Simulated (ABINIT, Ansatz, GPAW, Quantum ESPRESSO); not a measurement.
**One calculation of AlPt, 4 ways**

```
Pt Al
1.0
     3.09155    0.00000    0.00000
     0.00000    3.09155    0.00000
     0.00000    0.00000    3.09155
Pt Al
1 1
Cartesian
  1.5458 1.5458 1.5458
  0.0000 0.0000 0.0000
```

Measurements of this composition are mostly on another form, of space group No. 198.

Alike in all runs: task single point; functional PBEsol; k mesh 9 × 9 × 9; occupations fermi-dirac, width 0.05 eV; no spin polarisation; no spin-orbit coupling. Pressure is positive in compression and, in plane waves, holds the error of the finite cutoff.

```tsv
program and potentials	plane-wave cutoff (eV)	notes	pressure (GPa)
ABINIT, PseudoDojo NC SR PBEsol v0.4.1 standard	1143	10.5 valence electrons an atom on average	-5.96
GPAW, PAW data sets generated for this functional	600	9.5 valence electrons an atom on average	-5.20
Quantum ESPRESSO, GBRV 1.5 PBEsol	612	9.5 valence electrons an atom on average	-6.23
Ansatz, all-electron LAPW, scalar-relativistic	-	-	-5.71
```

The pressure spans -6.23 (Quantum ESPRESSO, GBRV 1.5 PBEsol) to -5.20 GPa (GPAW, PAW data sets generated for this functional), with all-electron results at -5.71.

The functional is the same throughout but for its coding, so the spread measures potentials, basis and numerics; runs on potential files found faulty are left out.

All four calculations put the CsCl-type cell under tension, so at this lattice parameter PBEsol would contract it. The spread between codes is much smaller than the pressure itself, which makes the sign secure. The cell edge may come from a functional that binds less tightly, such as PBE, since PBEsol usually gives shorter metallic bonds. Hybridisation between Pt 5d and Al 3s and 3p states, together with metallic cohesion, makes such an intermetallic stiff, so even a modest mismatch in volume can produce a stress of several GPa.

The norm-conserving result lies closest to the all-electron value, but the number of valence electrons alone doesn't explain the order: the two sets with 9.5 electrons an atom fall on opposite sides of the reference. The differences probably reflect how each potential describes the Pt semicore and 5d region, along with the remaining basis error. A pressure at one volume fixes the direction of relaxation, but neither the equilibrium lattice parameter nor the energy of this structure relative to the form usually measured.
